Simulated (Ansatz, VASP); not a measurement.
## One calculation of KBr, two programs

INCAR

```
  PREC = Accurate
  ENCUT = 520
  EDIFF = 1E-6
  ISMEAR = 0
  SIGMA = 0.01
  LREAL = F
  LASPH = T
  NELM = 80
  ALGO = Normal
  ISIF = 2
  LWAVE = F
  LCHARG = T
  GGA = PE
  LELF = T
  LVHAR = T
  NBANDS = 15
```

The input KPOINTS:

```
Automatic mesh
0
Gamma
  5 5 5
```

POSCAR

```
KBr
1.0
    0.0000000000      3.3000000000      3.3000000000
    3.3000000000      0.0000000000      3.3000000000
    3.3000000000      3.3000000000      0.0000000000
K Br
1 1
Direct
    0.0000000000      0.0000000000      0.0000000000
    0.5000000000      0.5000000000      0.5000000000
```

Input for Ansatz:

```yaml
crystal:
  lattice:
    - [0.0, 3.3, 3.3]
    - [3.3, 0.0, 3.3]
    - [3.3, 3.3, 0.0]
  atoms:
    - { symbol: K, position: [0.0, 0.0, 0.0] }
    - { symbol: Br, position: [0.5, 0.5, 0.5] }
basis:
  ecutwfc: 510.0
kpoints:
  mp_grid:
    grid: [5, 5, 5]
  band_path:
    path:
      - [0.0, 0.0, 0.0]
      - [0.5, 0.0, 0.5]
      - [0.625, 0.25, 0.625]
    npoints: 8
hamiltonian:
  xc: pbe
scf:
  occupations:
    method: fixed
```

Alike in both runs: task single point; functional PBE; k mesh 5 × 5 × 5; no spin polarisation.

|  | VASP | Ansatz |
| --- | --- | --- |
| version | VASP 6.6.1 | Ansatz 0.2.0 |
| potentials or method | VASP PAW PBE potentials, release 64 (K_sv, Br) | plane waves, PAW |
| plane-wave cutoff (eV) | 520 | 510 |
| occupations | gaussian, width 0.01 eV | fixed |
| valence electrons in the cell | 16 | 16 |

```tsv
	VASP	Ansatz	Ansatz less VASP
gap on the k mesh at the Fermi level (eV)	4.43	4.44	+0.001
```

A hybrid or GW would open this gap; PBE tends to underestimate it.
